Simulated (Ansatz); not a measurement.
# ZnS: a listed cell, distorted in several ways

Aim: see how energy, forces, stress and gap of ZnS answer to further strains and shifts, swapped elements, other functionals. Nothing is relaxed unless a step says so.

Method: DFT PBE, scalar-relativistic, plane waves, PAW, in Ansatz 0.2.0.

1 further run of the same task is left out (set aside as unsound or not needed).

**1. The starting structure**

The structure is hexagonal, space group P6_3mc (No. 186). Conventional cell: a = 3.811 Å, b = 3.811 Å, c = 6.234 Å, α = 90.00°, β = 90.00°, γ = 120.00°. Zn (site symmetry 3m) is surrounded by 4 S at 2.31 to 2.40 Å. Around S (site symmetry 3m) lie 4 Zn at 2.31 to 2.40 Å.

Coordinates:

```xyz
4
Lattice="3.8110 0.0000 0.0000 -1.9055 3.3004 0.0000 0.0000 0.0000 6.2340" Properties=species:S:1:pos:R:3 pbc="T T T"
Zn    0.0000    2.2003    0.0000
Zn    1.9055    1.1001    3.1170
S     0.0000    2.2003    2.4001
S     1.9055    1.1001    5.5171
```

The structure comes from the Crystallography Open Database.

**2. Another functional, on a distorted cell: r2SCAN**

The change: strain xx, yy, zz, yz, xz, xy = +3.8, +3.8, +3.8, +0.0, +0.0, +0.0 %.

input.yaml

```yaml
crystal:
  lattice:
    - [3.9552450855, 0.0, 0.0]
    - [-1.9776225427, 3.4253427222, 0.0]
    - [0.0, 0.0, 6.4699569]
  atoms:
    - { symbol: Zn, position: [0.3333333333, 0.6666666667, 0.0] }
    - { symbol: Zn, position: [0.6666666667, 0.3333333333, 0.5] }
    - { symbol: S, position: [0.3333333333, 0.6666666667, 0.385] }
    - { symbol: S, position: [0.6666666667, 0.3333333333, 0.885] }
basis:
  ecutwfc: 500
kpoints:
  mp_grid: { grid: [9, 9, 6] }
hamiltonian:
  xc: r2scan
scf:
  occupations: { method: gaussian, width: 0.02 }
output:
  forces: true
  stress: true
  eigenvalues: true
  populations: true
```

On the command line:

```console
$ ansatz run input.yaml --threads 1 --pin off --max-ram 1331MiB --backend cpu --events-out ev --progress --plain --runs-dir out
```

**3. One element swapped, cell strained: S → O, first probe**

input.yaml

```yaml
crystal:
  lattice:
    - [3.4745121676, 0.0, 0.0]
    - [-1.7372560838, 3.0090158029, 0.0]
    - [0.0, 0.0, 5.6835780052]
  atoms:
    - { symbol: Zn, position: [0.3333333333, 0.6666666667, 0.0] }
    - { symbol: Zn, position: [0.6666666667, 0.3333333333, 0.5] }
    - { symbol: O, position: [0.3333333333, 0.6666666667, 0.385] }
    - { symbol: O, position: [0.6666666667, 0.3333333333, 0.885] }
basis:
  ecutwfc: 420
kpoints:
  mp_grid: { grid: [6, 6, 4] }
hamiltonian:
  xc: pbe
scf:
  occupations: { method: gaussian, width: 0.1 }
output:
  forces: true
  stress: true
  eigenvalues: true
```

**4. One element swapped, cell strained: S → O**

input.yaml: that of step 3 with these lines changed.

```diff
@@ -13,3 +13,3 @@
 kpoints:
-  mp_grid: { grid: [6, 6, 4] }
+  mp_grid: { grid: [12, 12, 6] }
 hamiltonian:
@@ -17,3 +17,3 @@
 scf:
-  occupations: { method: gaussian, width: 0.1 }
+  occupations: { method: gaussian, width: 0.02 }
 output:
@@ -22 +22,2 @@
   eigenvalues: true
+  populations: true
```

**5. A change within a subgroup**

input.yaml

```yaml
crystal:
  lattice:
    - [3.9263958247, 0.0, 0.1524399513]
    - [-1.9631979124, 3.2620378535, -0.0762199756]
    - [0.24936, 0.0, 6.16093752]
  atoms:
    - { symbol: Zn, position: [0.3074116717, 0.6396288788, -0.0098670611] }
    - { symbol: Zn, position: [0.667782793, 0.3603711212, 0.4901329389] }
    - { symbol: S, position: [0.345561911, 0.6663182867, 0.3948670611] }
    - { symbol: S, position: [0.6792436244, 0.3336817133, 0.8948670611] }
basis:
  ecutwfc: 420
kpoints:
  mp_grid: { grid: [9, 9, 6] }
hamiltonian:
  xc: pbe
scf:
  occupations: { method: gaussian, width: 0.02 }
output:
  forces: true
  stress: true
  eigenvalues: true
```

**Question.** What will these runs give? Wanted: for each run, case; energy; pressure; largest force.

As calculated:

| step | case | energy (meV/atom) | pressure (GPa) | largest force (eV/Å) | gap on the mesh (eV) |
| --- | --- | --- | --- | --- | --- |
| 2 | another functional, on a distorted cell: r2SCAN | n/a | -6.8 | 0.20 | 2.28 |
| 4 | one element swapped, cell strained: S → O | n/a | -15.8 | 0.05 | 0.45 |
| 5 | a change within a subgroup | +0.0 | 2.2 | 0.92 | 1.98 |

Energies are counted from step 5, with the smearing taken to zero. Other atoms or functionals have another zero of energy (n/a). 

The gaps are Kohn-Sham values of a semilocal functional, not quasiparticle or optical gaps. Such gaps usually fall short of the measured ones.
